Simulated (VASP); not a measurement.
# ZnS (P6_3mc) in VASP: settings compared, part 2 of 2

VASP 6.6.1.

## Step 4: Relaxation of cell and atoms, RPBE

This run uses another cell than the first one, of 19.81 Å³/atom.

The input, INCAR:

```
PREC = Accurate
ENCUT = 600
EDIFF = 1E-7
ISMEAR = -1
SIGMA = 0.05
LREAL = F
LASPH = T
NELM = 60
ALGO = Normal
ISIF = 3
LWAVE = F
LCHARG = F
GGA = RP
IBRION = 2
NSW = 60
EDIFFG = -0.01
```

The input, KPOINTS:

```
Automatic mesh
0
Gamma
  8 8 3
```

The input, POSCAR:

```
ZnS
1.0
    3.8227000000      0.0000000000      0.0000000000
   -1.9113500000      3.3105553110      0.0000000000
    0.0000000000      0.0000000000     12.5200000000
Zn S
4 4
Direct
    0.6666666667      0.3333333333      0.7500000000
    0.3333333333      0.6666666667      0.2500000000
    0.0000000000      0.0000000000      0.5000000000
    0.0000000000      0.0000000000      0.0000000000
    0.6666666667      0.3333333333      0.9375000000
    0.3333333333      0.6666666667      0.4375000000
    0.0000000000      0.0000000000      0.6875000000
    0.0000000000      0.0000000000      0.1875000000
```

Potentials or basis: VASP PAW PBE potentials, release 64 (Zn, S).

Command:

```
> cat potpaw_PBE.64/Zn/POTCAR potpaw_PBE.64/S/POTCAR > POTCAR
> mpirun -np 1 vasp_std > vasp.out
```

OUTCAR:

```text
PREC = Accurate
   ENCUT = 600
   EDIFF = 1E-7
   ISMEAR = -1
   LREAL = F
   LASPH = T
   NELM = 60
   ISIF = 3
   GGA = RP
   IBRION = 2
   NSW = 60
   EDIFFG = -0.01

 ion  position               nearest neighbor table
   1  0.667  0.333  0.750-   7 2.34   7 2.34   7 2.34   5 2.35
   2  0.333  0.667  0.250-   8 2.34   8 2.34   8 2.34   6 2.35
   3  0.000  0.000  0.500-   6 2.34   6 2.34   6 2.34   7 2.35
   4  0.000  0.000  0.000-   5 2.34   5 2.34   5 2.34   8 2.35
   5  0.667  0.333  0.938-   4 2.34   4 2.34   4 2.34   1 2.35
   6  0.333  0.667  0.438-   3 2.34   3 2.34   3 2.34   2 2.35
   7  0.000  0.000  0.688-   1 2.34   1 2.34   1 2.34   3 2.35
   8  0.000  0.000  0.188-   2 2.34   2 2.34   2 2.34   4 2.35

  LATTYP: Found a hexagonal cell.
 ALAT       =     3.8227000000
 C/A-ratio  =     3.2751719988

  Lattice vectors:

 A1 = (   3.8227000000,   0.0000000000,   0.0000000000)
 A2 = (  -1.9113500000,   3.3105553110,   0.0000000000)
 A3 = (   0.0000000000,   0.0000000000,  12.5200000000)

Analysis of symmetry for initial positions (statically):
=====================================================================
 Subroutine PRICEL returns:
 Original cell was already a primitive cell.

 Routine SETGRP: Setting up the symmetry group for a
 hexagonal supercell.

 Subroutine GETGRP returns: Found 12 space group operations
 (whereof  6 operations were pure point group operations)
 out of a pool of 24 trial point group operations.

The static configuration has the point symmetry C_3v.
 The point group associated with its full space group is C_6v.

Analysis of symmetry for dynamics (positions and initial velocities):
=====================================================================
 Subroutine PRICEL returns:
 Original cell was already a primitive cell.

 Routine SETGRP: Setting up the symmetry group for a
 hexagonal supercell.

 Subroutine GETGRP returns: Found 12 space group operations
 (whereof  6 operations were pure point group operations)
 out of a pool of 24 trial point group operations.

The dynamic configuration has the point symmetry C_3v.
 The point group associated with its full space group is C_6v.

[... 115 lines left out ...]
   PSTRESS=    0.0 pullay stress
   NELECT =      72.0000    total number of electrons
   NUPDOWN=      -1.0000    fix difference up-down
   EMIN   =  10.00;   EMAX   =-10.00  energy-range for DOS
   EFERMI =   0.00;   METHOD = LEGACY
   ISMEAR =    -1;   SIGMA  =   0.05  broadening in eV -4-tet -1-fermi 0-gaus
   EFERMI_NEDOS =   21; number of points for ismear=-14 and -15
   IALGO  =     38    algorithm
   IMIX   =      4    mixing-type and parameters
     AMIX     =   0.40;   BMIX     =  1.00
     AMIX_MAG =   1.60;   BMIX_MAG =  1.00
  volume/ion in A,a.u.               =      19.81       133.65
  Fermi-wavevector in a.u.,A,eV,Ry     =   1.258618  2.378443 21.553244  1.584119
  Thomas-Fermi vector in A             =   2.392218
   LORBIT       =      0    0 simple, 1 ext, 2 COOP (PROOUT), +10 PAW based schemes
   GGA     = RP    functional components
   LHFCALC =     F    Hartree Fock is set to
   AEXX    =    0.0000 exact exchange contribution
   IVDW    =     0    specifies the selected vdW correction
   LEPSILON=     F    determine dielectric tensor
   LRPA    =     F    only Hartree local field effects (RPA)
 conjugate gradient relaxation of ions
 non-spin polarized calculation
  energy-cutoff  :      600.00
  volume of cell :      158.44
 maximum number of plane-waves:      5324
 NGX is ok and might be reduce to    32
   NGX = 15   NGY = 15   NGZ = 51

--------------------------------------- Ionic step        1  -------------------------------------------

 number of electron      72.0000036 magnetization

 Free energy of the ion-electron system (eV)
  ---------------------------------------------------
  ext. energy  EPLUGINS =         0.00000000
  ---------------------------------------------------
  free energy    TOTEN  =       -24.69940050 eV

  energy without entropy =      -24.69940050  energy(sigma->0) =      -24.69940050

------------------------ aborting loop because EDIFF is reached ----------------------------------------

  FORCE on cell =-STRESS in cart. coord.  units (eV):
  Direction    XX          YY          ZZ          XY          YZ          ZX
  --------------------------------------------------------------------------------------
  -------------------------------------------------------------------------------------
  Total        4.2856758      4.2856758      4.1288234      0.0000000      0.0000000      0.0000000
  in kB       43.3365670     43.3365670     41.7504821      0.0000000      0.0000000      0.0000000
  external PRESSURE =      42.8078720 kB  Pullay stress =       0.0000000 kB
[... 197 lines left out ...]
--------------------------------------- Ionic step        6  -------------------------------------------

 number of electron      71.9999995 magnetization

 Free energy of the ion-electron system (eV)
  ---------------------------------------------------
  ext. energy  EPLUGINS =         0.00000000
  ---------------------------------------------------
  free energy    TOTEN  =       -24.81158506 eV

  energy without entropy =      -24.81158506  energy(sigma->0) =      -24.81158506

 E-fermi :   2.7023     XC(G=0):  -9.1085

 val. band max:        1.6793430551   @ k =   0.0000   0.0000   0.0000
 cond. band min:       3.7313554137   @ k =   0.0000   0.0000   0.0000
 fundamental gap:      2.0520123586
 Fermi energy:         2.7023069068

 k-point     1 :       0.0000    0.0000    0.0000
  band No.  band energies     occupation
      1     -11.0472      2.00000
      2     -10.6790      2.00000
      3     -10.6688      2.00000
      4     -10.2369      2.00000
      5      -4.3929      2.00000
      6      -4.3883      2.00000
[... 944 lines left out ...]
  FREE ENERGIE OF THE ION-ELECTRON SYSTEM (eV)
  ---------------------------------------------------
  free  energy   TOTEN  =       -24.8115850599 eV

  energy  without entropy=      -24.8115850598  energy(sigma->0) =      -24.81158506

 reached required accuracy - stopping structural energy minimisation
```

Run time: 7.3 min. Hardware: 1 thread of Intel Xeon 6975P-C (Granite Rapids), shared host; peak memory 0.39 GiB.

What came out:

```yaml
Free_energy: -24.8116 eV
Relaxed_volume: 20.97 Å³/atom
Relaxed_cell: a = 3.898 Å, b = 3.898 Å, c = 12.754 Å, α = 90.00°, β = 90.00°, γ = 120.00°
Space_group_after_relaxing_to_0.1_Å: P6_3mc (No. 186)
Energy_gained_by_relaxing: 14.0 meV/atom
Ionic_steps: 6
Pressure_after_relaxing: 0.0 GPa
Largest_force_after_relaxing: 0.008 eV/Å
Band_gap_on_the_k_mesh: 2.05 eV
```

Forces on the atoms (eV/Å):
```
Zn   0.000  0.000  0.000
Zn   0.000  0.000  0.000
Zn   0.000  0.000 -0.003
Zn   0.000  0.000 -0.003
S    0.000  0.000  0.008
S    0.000  0.000  0.008
S    0.000  0.000 -0.004
S    0.000  0.000 -0.004
```

Step by step:
```
step  energy change (eV)  largest force (eV/Å)  pressure (GPa)  volume (Å³)
   1              0.0000                0.0438            4.28       158.44
   2             -0.1016                0.0130           -1.08       170.89
   3             -0.1121                0.0129            0.08       167.59
   4             -0.1122                0.0130            0.00       167.83
   5             -0.1121                0.0130           -0.07       168.02
   6             -0.1122                0.0076            0.01       167.80
```

Final structure:
```cif
data_structure
_symmetry_space_group_name_H-M 'P 1'
_symmetry_Int_Tables_number 1
_cell_length_a 3.8977
_cell_length_b 3.8977
_cell_length_c 12.7537
_cell_angle_alpha 90.000
_cell_angle_beta 90.000
_cell_angle_gamma 120.000
_cell_volume 167.80
loop_
_atom_site_label
_atom_site_type_symbol
_atom_site_fract_x
_atom_site_fract_y
_atom_site_fract_z
_atom_site_occupancy
Zn1 Zn 0.66667 0.33333 0.75003 1
Zn2 Zn 0.33333 0.66667 0.25003 1
Zn3 Zn 0.00000 0.00000 0.50006 1
Zn4 Zn 0.00000 0.00000 0.00006 1
S1 S 0.66667 0.33333 0.93758 1
S2 S 0.33333 0.66667 0.43758 1
S3 S 0.00000 0.00000 0.68733 1
S4 S 0.00000 0.00000 0.18733 1
```

Caveat: the PAW data sets were made with another functional, which shifts forces and pressure a little. Zero-point motion and thermal expansion aren't in these numbers.

## Step 5: Relaxation of cell and atoms, r2SCAN

This run uses another cell than the first one, of 19.81 Å³/atom.

POSCAR is that of step 4.

The input, INCAR.step1:

```
PREC = Accurate
ENCUT = 600
ISMEAR = -1
SIGMA = 0.05
LREAL = False
LASPH = True
NELM = 80
GGA = PE
ALGO = Normal
EDIFF = 1E-4
LWAVE = True
LCHARG = False
```

The input, INCAR.step2:

```
PREC = Accurate
ENCUT = 600
EDIFF = 1E-7
ISMEAR = -1
SIGMA = 0.05
LREAL = False
LASPH = True
NELM = 80
ALGO = Normal
ISIF = 3
LWAVE = False
LCHARG = False
METAGGA = R2SCAN
LMIXTAU = True
IBRION = 2
NSW = 60
EDIFFG = -0.01
ISTART = 1
```

KPOINTS is that of step 4.

Command:

```
> cat potpaw_PBE.64/Zn/POTCAR potpaw_PBE.64/S/POTCAR > POTCAR
> cp INCAR.step1 INCAR
> mpirun -np 1 vasp_std > vasp.out
> cp INCAR.step2 INCAR
> mpirun -np 1 vasp_std > vasp.out
```

Wall time 60 min (1 thread of Oxide Virtual Turin-like, shared host); peak memory 0.39 GiB.

Results (log left out):

| Quantity | Value |
| --- | --- |
| Free energy | -75.4637 eV |
| Relaxed volume | 19.59 Å³/atom |
| Relaxed cell | a = 3.810 Å, b = 3.810 Å, c = 12.467 Å, α = 90.00°, β = 90.00°, γ = 120.00° |
| Space group after relaxing (to 0.1 Å) | P6_3mc (No. 186) |
| Energy gained by relaxing | 0.8 meV/atom |
| Ionic steps | 5 |
| Pressure after relaxing | 0.0 GPa |
| Largest force after relaxing | 0.007 eV/Å |
| Band gap on the k mesh | 2.75 eV |

Forces on the atoms (eV/Å):
```
Zn   0.000  0.000  0.003
Zn   0.000  0.000  0.003
Zn   0.000  0.000  0.001
Zn   0.000  0.000  0.001
S    0.000  0.000  0.004
S    0.000  0.000  0.004
S    0.000  0.000 -0.007
S    0.000  0.000 -0.007
```

The path:
```
step  energy change (eV)  largest force (eV/Å)  pressure (GPa)  volume (Å³)
   1              0.0000                0.0450           -0.87       158.44
   2             -0.0057                0.0112            0.35       155.99
   3             -0.0061                0.0184           -0.02       156.49
   4             -0.0061                0.0179            0.10       156.45
   5             -0.0060                0.0071           -0.03       156.71
```

Final structure:
```yaml
crystal:
  lattice:
    - [3.80980, 0.00000, 0.00000]
    - [-1.90490, 3.29939, 0.00000]
    - [0.00000, 0.00000, 12.46703]
  atoms:
    - { symbol: Zn, position: [0.66667, 0.33333, 0.75006] }
    - { symbol: Zn, position: [0.33333, 0.66667, 0.25006] }
    - { symbol: Zn, position: [0.00000, 0.00000, 0.50008] }
    - { symbol: Zn, position: [0.00000, 0.00000, 0.00008] }
    - { symbol: S, position: [0.66667, 0.33333, 0.93757] }
    - { symbol: S, position: [0.33333, 0.66667, 0.43757] }
    - { symbol: S, position: [0.00000, 0.00000, 0.68729] }
    - { symbol: S, position: [0.00000, 0.00000, 0.18729] }
```

Levels at points of the mesh, in eV from the valence-band top:
```tsv
k point	band 34	band 35	band 36	band 37	band 38	band 39
(0.00, 0.00, 0.00)	-0.04	0.00	0.00	2.75	3.72	3.95
(0.50, 0.00, 0.00)	-1.63	-1.15	-0.90	3.74	3.76	4.17
```

Caveat: the PAW data sets were made with another functional, which shifts forces and pressure a little.

## Step 6: Summary

| task | level | cell | cutoff (eV) | gap on the mesh (eV) | pressure (GPa) | relaxed volume (Å³/atom) | largest force (eV/Å) |
| --- | --- | --- | --- | --- | --- | --- | --- |
| single point | PBEsol | a = 3.898, b = 3.898, c = 12.766 Å, angles 90.0, 90.0, 120.0°, 8 atoms, atomic positions A | 520 | 1.75 | -5.6 | - | 0.03 |
| single point | RPBE | a = 3.896, b = 3.896, c = 12.748 Å, angles 90.0, 90.0, 120.0°, 8 atoms, atomic positions B | 520 | 2.06 | 0.1 | - | 0.01 |
| relaxation of cell and atoms | RPBE | relaxed from a = 3.823, b = 3.823, c = 12.520 Å, angles 90.0, 90.0, 120.0°, 8 atoms, atomic positions A | 600 | 2.05 | 0.0 | 20.97 | 0.01 |
| relaxation of cell and atoms | r2SCAN | relaxed from a = 3.823, b = 3.823, c = 12.520 Å, angles 90.0, 90.0, 120.0°, 8 atoms, atomic positions A | 600 | 2.75 | 0.0 | 19.59 | 0.01 |

Alike in all rows: potentials or basis VASP PAW PBE potentials, release 64 (Zn, S); no spin polarisation; k mesh 8 × 8 × 3; smearing fermi-dirac 0.05 eV.

Caveats: the PAW data sets were made with another functional, which shifts forces and pressure a little; the cell stands under tension (at least some runs).

Absolute energies hang on the potentials; compare differences alone.

## Step 7: Against experiment

Step 3. A measured gap of ZnS is 3.911 eV (direct; 4 K; a printed reference work, monograph); the calculated 2.06 eV misses it by -1.85 eV. The value is that of RPBE on a finite k mesh, which can miss the band edges, without temperature or zero-point motion. Semilocal functionals fall short of measured gaps as a rule.
